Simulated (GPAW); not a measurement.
Crystal: Ti.

```xyz
1
Lattice="-1.6410 1.6410 1.6410 1.6410 -1.6410 1.6410 1.6410 1.6410 -1.6410" Properties=species:S:1:pos:R:3 pbc="T T T"
Ti    0.0000    0.0000    0.0000
```

This isn't the form of Ti at room conditions, which is hcp.

```yaml
Program: GPAW 26.7.0
Task: relaxation of cell and atoms
Functional: PBEsol
Dispersion: D3
Potentials_or_basis: PAW data sets generated in the run's folder for this functional
Cutoff: 600 eV
Basis: pw
k_mesh: 11 × 11 × 11
Occupations: fermi-dirac, width 0.05 eV
Spin: no spin polarisation
```

At the start: pressure -11.4 GPa; volume 17.68 Å³/atom.

Task: Where does the relaxation end?

Result: Over 4 steps the energy falls by 66.9 meV/atom and the volume is 15.75 Å³/atom (-10.9 %); space group Im-3m (No. 229, to 0.05 Å).

The path:
```csv
step,energy change (eV),largest force (eV/Å),pressure (GPa),volume (Å³)
1,0.0000,0.0000,-11.41,17.68
2,-0.0492,0.0000,-6.75,16.75
3,-0.0661,0.0000,0.83,15.64
4,-0.0669,0.0000,-0.04,15.75
```

Final structure:
```xyz
1
Lattice="-1.5790 1.5790 1.5790 1.5790 -1.5790 1.5790 1.5790 1.5790 -1.5790" Properties=species:S:1:pos:R:3 pbc="T T T"
Ti    0.0000    0.0000    0.0000
```

Caveat: later steps reuse the first step's grids; pairwise dispersion overbinds metals, which lowers pressure and volume.
